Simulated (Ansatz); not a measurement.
C4H10O can be A, `CC(C)(C)O`, or B, `CCCCO`.

Calculated with Ansatz (gas phase, PBE0-D4/def2-TZVP geometries, no zero-point term in ΔE). CCSD(T)/CBS adds triple-zeta CCSD(T) − MP2 to the extrapolated MP2 energy (def2 sets, frozen cores). DFT in def2-TZVPP. Each species was taken in one conformer, which may not be the lowest.

A:

Z-matrix (Å, degrees):
```
C
C 1 1.523
H 1 1.093 2 111.3
H 1 1.092 2 110.2 3 120.5
H 1 1.095 2 110.7 3 -119.7
C 2 1.517 1 110.8 3 -61.9
C 2 1.523 1 110.7 3 61.4
O 2 1.426 1 109.7 3 -177.5
H 6 1.092 2 110.2 1 -178.1
H 6 1.092 2 110.2 1 -58.7
H 6 1.092 2 110.8 1 61.6
H 7 1.093 2 111.3 1 -61.3
H 7 1.092 2 110.2 1 178.2
H 7 1.095 2 110.7 1 58.4
H 8 0.961 2 108.1 1 -60.8
```

B:

```xyz
15

C     0.089   -0.850   -1.972
C     0.147   -0.864   -0.455
C    -0.017    0.518    0.156
C     0.028    0.501    1.671
O    -0.066    1.788    2.246
H    -0.869   -0.459   -2.327
H     0.213   -1.852   -2.388
H     0.877   -0.217   -2.390
H    -0.632   -1.529   -0.064
H     1.102   -1.291   -0.128
H    -0.973    0.949   -0.171
H     0.767    1.189   -0.212
H     0.985    0.095    2.012
H    -0.759   -0.161    2.060
H    -0.892    2.184    1.960
```

Which isomer does CCSD(T)/CBS put lower? Give the gap. (An estimate is asked.)

The calculation gave: A, by 7.8 kcal/mol.

Give E(B) − E(A) in kcal/mol with BLYP-D4, r2SCAN-D4, CCSD(T)/def2-SVP, MP2/def2-TZVPP, LDA (SPW92), CCSD(T)/def2-TZVPP, PBE-D4. (An estimate is asked.)

The calculation gave: BLYP-D4 6.9, r2SCAN-D4 7.9, CCSD(T)/def2-SVP 8.1, MP2/def2-TZVPP 8.3, LDA (SPW92) 8.4, CCSD(T)/def2-TZVPP 7.7, PBE-D4 6.6. None reverses the order clearly.

Largest T1 diagnostic: 0.009.

From BLYP to BHLYP (50 % exact exchange), in def2-TZVPP and without D4, E(B) − E(A) moves by +0.7 kcal/mol. In def2-TZVPP, CCSD(T) changes the Hartree–Fock value by +2.8 kcal/mol (the triples alone add +0.5 kcal/mol) and MP2 by +3.4 kcal/mol.
